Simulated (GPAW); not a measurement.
Input and output of a self-consistent single point for GeTe (R3m, 2 atoms in the cell) (GPAW)

Computed with PBE, GPAW PAW datasets PBE (gpaw-data 1.0.1) (plane waves; GPAW).

Input:

```python
from ase import Atoms
from ase.units import GPa
from gpaw import GPAW

atoms = Atoms(['Ge', 'Te'],
              cell=[[2.100778, 1.212885, 3.690064],
                    [-2.100778, 1.212885, 3.690064],
                    [0.000000, -2.425771, 3.690064]],
              scaled_positions=[[0.992230, 0.992230, 0.992230],
                                [0.528777, 0.528777, 0.528777]],
              pbc=True)

calc = GPAW(mode={'name': 'pw', 'ecut': 550},
            xc='PBE',
            kpts=(5, 5, 5),
            occupations={'name': 'fermi-dirac', 'width': 0.0},
            nbands=-6,
            convergence={'bands': -4},
            symmetry={'symmorphic': False, 'tolerance': 0.0005},
            maxiter=120)

atoms.calc = calc

energy = atoms.get_potential_energy()
print('Energy (eV):', round(energy, 6))
forces = atoms.get_forces()
print('Forces (eV/Ang):')
print(forces.round(5))
stress = atoms.get_stress()
print('Stress (GPa, Voigt):', (stress / GPa).round(4))
```

Log, with long lists cut:

```
Input parameters:
  convergence: {bands: -4}
  kpts: [5 5 5]
  maxiter: 120
  mode: {ecut: 550,
         name: pw}
  nbands: -6
  occupations: {name: fermi-dirac,
                width: 0.0}
  symmetry: {symmorphic: False,
             tolerance: 0.0005}
  xc: PBE

species:
  Ge:
    name: Germanium
    Z: 32.0
    valence: 4
    core: 28
    charge: 0.0
    file: Ge.PBE.gz

    # Using partial waves for Ge as LCAO basis

  Te:
    name: Tellurium
    Z: 52.0
    valence: 6
    core: 46
    charge: 0.0
    file: Te.PBE.gz

    # Using partial waves for Te as LCAO basis

Reference energy: -241888.321286  # eV

Spin-paired calculation

Convergence criteria:
 Maximum [total energy] change in last 3 cyles: 0.0005 eV / valence electron
 Maximum integral of absolute [dens]ity change: 0.0001 electrons / valence electron
 Maximum integral of absolute [eigenst]ate change: 4e-08 eV^2 / valence electron
 Maximum number of scf [iter]ations: 120

Symmetries present (total): 6
Symmetries with fractional translations: 0
125 k-points: 5 x 5 x 5 Monkhorst-Pack grid
19 k-points in the irreducible part of the Brillouin zone
       k-points in crystal coordinates                weights
   0:     0.00000000    0.00000000    0.00000000          1/125
   1:     0.20000000    0.00000000   -0.20000000          6/125
   2:     0.20000000    0.00000000    0.00000000          6/125
   [... 7 lines left out ...]
          ...
  18:     0.40000000    0.40000000    0.40000000          2/125

Wave functions: Plane wave expansion
  Cutoff energy: 550.000 eV
  Number of coefficients (min, max): 1625, 1663
  Pulay-stress correction: 0.000000 eV/Ang^3 (de/decut=0.000000)

Occupation numbers: # Zero width

Eigensolver

Densities:
  Coarse grid: 24*24*24 grid
  Fine grid: 48*48*48 grid
  Total Charge: 0.000000

Density mixing:
  Method: separate
  Backend: pulay
  Linear mixing parameter: 0.05
  old densities: 5
  Damping of long wavelength oscillations: 50

Hamiltonian:
  XC and Coulomb potentials evaluated on a 48*48*48 grid
  External potential:
    NoExternalPotential

XC parameters: PBE with 2 nearest neighbor stencil

Number of atoms: 2
Number of atomic orbitals: 8
Number of bands in calculation: 11
Number of valence electrons: 10
Bands to converge: 7

Density initialized from atomic densities
  8 bands from LCAO basis set
  3 bands from random numbers

Atomic positions and initial magnetic moments

Positions:
   0 Ge     0.000000   -0.000001   10.984177    ( 0.0000,  0.0000,  0.0000)
   1 Te    -0.000000   -0.000001    5.853663    ( 0.0000,  0.0000,  0.0000)

Unit cell:
           periodic     x           y           z      points  spacing
  1. axis:    yes    2.100778    1.212885    3.690064    24     0.1440
  2. axis:    yes   -2.100778    1.212885    3.690064    24     0.1440
  3. axis:    yes    0.000000   -2.425771    3.690064    24     0.1440

  Lengths:   4.415986   4.415986   4.415987
  Angles:   56.812651  56.812651  56.812634

Effective grid spacing dv^(1/3) = 0.1598

     iter     time        total  log10-change:
                         energy   eigst   dens
iter:   1 --:--:--    -7.937954   +0.10
iter:   2 --:--:--    -7.940476   -0.69  -1.26
iter:   3 --:--:--    -7.937442c  -1.73  -1.28
iter:   4 --:--:--    -7.939951c  -3.13  -1.64
iter:   5 --:--:--    -7.936849c  -3.58  -1.81
iter:   6 --:--:--    -7.936876c  -5.17  -2.50
iter:   7 --:--:--    -7.936842c  -5.20  -2.60
iter:   8 --:--:--    -7.936839c  -5.87  -3.01
iter:   9 --:--:--    -7.936838c  -6.40  -3.25
iter:  10 --:--:--    -7.936838c  -7.29  -3.80
iter:  11 --:--:--    -7.936838c  -8.54c -4.27c

Converged after 11 iterations.

Dipole moment: (-0.000000, -0.000000, 2.651161) |e|*Ang

Energy contributions relative to reference atoms: (reference = -241888.321286)

Kinetic:        +12.635721
Potential:      -13.055293
External:        +0.000000
XC:              -7.663777
Entropy (-ST):   +0.000000
Local:           +0.146511
SIC:             +0.000000
--------------------------
Free energy:     -7.936838
Extrapolated:    -7.936838

Showing only first 2 kpts
 Kpt  Band  Eigenvalues  Occupancy
  0     3      4.18020    2.00000
  0     4      4.18020    2.00000
  0     5      8.28474    0.00000
  0     6      9.00499    0.00000

  1     3      4.27763    2.00000
  1     4      5.10478    2.00000
  1     5      6.82494    0.00000
  1     6      7.14292    0.00000

Fermi level: 6.14616

Gap: 0.776 eV
Transition (v -> c):
  (s=0, k=13, n=4, [0.40, 0.20, 0.20]) -> (s=0, k=9, n=5, [0.40, 0.00, 0.00])
Direct/indirect transitions are different
Direct gap: 1.116 eV
Transition at: (s=0, k=13, n=4, [0.40, 0.20, 0.20])
Energy (eV): -7.936838

Forces in eV/Ang:
  0 Ge    0.00000   -0.00000    0.04923
  1 Te   -0.00000    0.00000   -0.05426

Stress tensor:
    -0.002568    -0.000000     0.000000
     0.000000    -0.002568    -0.000000
     0.000000    -0.000000     0.001006
Stress (GPa, Voigt): [-0.4114 -0.4114  0.1612 -0.      0.     -0.    ]
```

The run converged in 11 iterations. GPAW prints stress with tension positive.

The starting cell comes from a database of computed structures (which also holds hypothetical and non-ambient phases and stackings), without a prior relaxation at this level. Its lattice was rescaled by up to half a per cent. Spin-orbit coupling is off.
